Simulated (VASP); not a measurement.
Ge: band structure with PBEsol

**Measured values to compare with.**

From “Electronic and optical properties of SixGe1-x-ySny alloys lattice-matched to Ge”, 2021, arxiv:2109.02782, for a bulk crystal of Ge at 300 K: band gap 0.807 eV (direct).

Ge:

```
Ge
1.0
     0.00000    2.83700    2.83700
     2.83700    0.00000    2.83700
     2.83700    2.83700    0.00000
Ge
2
Direct
  0.00000 0.00000 0.00000
  0.25000 0.25000 0.25000
```

```
Program                : VASP 6.6.1
Task                   : band structure
Functional             : PBEsol
Potentials or basis    : VASP PAW PBE potentials, release 64 (Ge_d)
Cutoff                 : 520 eV
k mesh                 : 10 × 10 × 10
Occupations            : gaussian, width 0.03 eV
Spin                   : no spin polarisation
Further INCAR settings : ALGO = Normal; EDIFF = 1e-06; NBANDS = 21
```

```json
{"Pressure": "-0.4 GPa", "Band gap along the path": "none (metal or under the smearing width)"}
```

Levels at the corners of the path, in eV from the Fermi level:
| point | band 12 | band 13 | band 14 | band 15 | band 16 | band 17 |
| --- | --- | --- | --- | --- | --- | --- |
| Γ | -0.09 | -0.01 | -0.01 | -0.01 | 2.52 | 2.52 |
| X | -8.88 | -3.07 | -3.07 | 0.67 | 0.67 | 9.41 |
| X | -8.88 | -3.07 | -3.07 | 0.67 | 0.67 | 9.41 |
| W | -8.78 | -3.91 | -3.91 | 4.25 | 4.25 | 4.63 |
| W | -8.78 | -3.91 | -3.91 | 4.25 | 4.25 | 4.63 |
| K | -8.29 | -4.34 | -2.63 | 1.08 | 4.00 | 7.10 |
| K | -8.29 | -4.34 | -2.63 | 1.08 | 4.00 | 7.10 |
| Γ | -0.09 | -0.01 | -0.01 | -0.01 | 2.52 | 2.52 |
| Γ | -0.09 | -0.01 | -0.01 | -0.01 | 2.52 | 2.52 |
| L | -7.60 | -1.40 | -1.40 | 0.09 | 3.70 | 3.70 |
| L | -7.60 | -1.40 | -1.40 | 0.09 | 3.70 | 3.70 |
| U | -8.29 | -4.34 | -2.63 | 1.08 | 4.00 | 7.10 |
| U | -8.29 | -4.34 | -2.63 | 1.08 | 4.00 | 7.10 |
| W | -8.78 | -3.91 | -3.91 | 4.25 | 4.25 | 4.63 |
| W | -8.78 | -3.91 | -3.91 | 4.25 | 4.25 | 4.63 |
| L | -7.60 | -1.40 | -1.40 | 0.09 | 3.70 | 3.70 |
| L | -7.60 | -1.40 | -1.40 | 0.09 | 3.70 | 3.70 |
| K | -8.29 | -4.34 | -2.63 | 1.08 | 4.00 | 7.10 |
| U | -8.29 | -4.34 | -2.63 | 1.08 | 4.00 | 7.10 |
| X | -8.88 | -3.07 | -3.07 | 0.67 | 0.67 | 9.41 |

Core levels (eV, on the scale of the bands):
```tsv
atom	levels
1 Ge	1s -10950.4, 2s -1362.2, 2p -1189.0, 3s -159.0, 3p -106.1
2 Ge	1s -10950.4, 2s -1362.2, 2p -1189.0, 3s -159.0, 3p -106.1
```

Run time: 80 s on 1 thread of Intel(R) Xeon(R) Platinum 8488C (Sapphire Rapids), on a shared host, peak memory 0.21 GiB.

Measured gap of Ge: 0.807 eV (direct; 300 K; “Electronic and optical properties of SixGe1-x-ySny alloys lattice-matched to Ge”, 2021, arxiv:2109.02782). This calculation gives 0.00 eV (-0.81 eV). 3 values of this kind are on record (0.666 to 0.807 eV); this one was drawn at random among those near their median. Spin-orbit coupling on Ge is left out. The value is that of PBEsol, without temperature or zero-point motion. Semilocal functionals fall short of measured gaps as a rule.

Caveat: the PAW data sets were made with another functional, which shifts forces and pressure a little; this crystal is a semiconductor, whose small gap the functional closes, so the metal is an error of the method.
